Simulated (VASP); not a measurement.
NaI: relaxation of cell and atoms with LDA

The system is NaI.

```
CELL_PARAMETERS angstrom
0.00000 3.13066 3.13066
3.13066 0.00000 3.13066
3.13066 3.13066 0.00000
ATOMIC_POSITIONS crystal
Na 0.00000 0.00000 0.00000
I 0.50000 0.50000 0.50000
```

| Item | Value |
| --- | --- |
| Program | VASP 6.6.1 |
| Task | relaxation of cell and atoms |
| Functional | LDA |
| Potentials or basis | VASP PAW LDA potentials, release 64 (Na_pv, I) |
| Cutoff | 600 eV |
| k mesh | 8 × 8 × 8 |
| Occupations | gaussian, width 0.03 eV |
| Spin | no spin polarisation |
| Further INCAR settings | ALGO = Normal; EDIFF = 1e-07; IBRION = 2; EDIFFG = -0.005; NSW = 90; ISIF = 3 |

```yaml
Pressure_after_relaxing: 0.0 GPa
Band_gap_on_the_k_mesh: 3.63 eV, direct
```

Final structure:
```
Na I
1.0
     0.00000    3.13066    3.13066
     3.13066    0.00000    3.13066
     3.13066    3.13066    0.00000
Na I
1 1
Direct
  0.00000 0.00000 0.00000
  0.50000 0.50000 0.50000
```

Levels at points of the mesh, in eV from the valence-band top:
```
           k point  band 4  band 5  band 6  band 7  band 8  band 9  band 10  band 11
(0.00, 0.00, 0.00)  -11.37    0.00    0.00    0.00    3.63    7.79     7.79     7.79
(0.50, 0.00, 0.00)  -10.94   -2.63   -0.36   -0.36    4.89    7.36     7.36     9.21
(0.50, 0.50, 0.00)  -10.84   -2.30   -0.91   -0.91    4.33    5.18    10.28    11.64
```

Wall time 8.2 s on 1 thread of Intel(R) Xeon(R) 6975P-C (Granite Rapids), with other jobs on the host, peak memory 0.18 GiB.

Caveat: the relaxation stopped at its first step, so nothing moved; spin-orbit coupling is left out, which moves the levels of the heavy elements. Expect the measured gap to be larger: semilocal functionals such as LDA lack the derivative discontinuity.
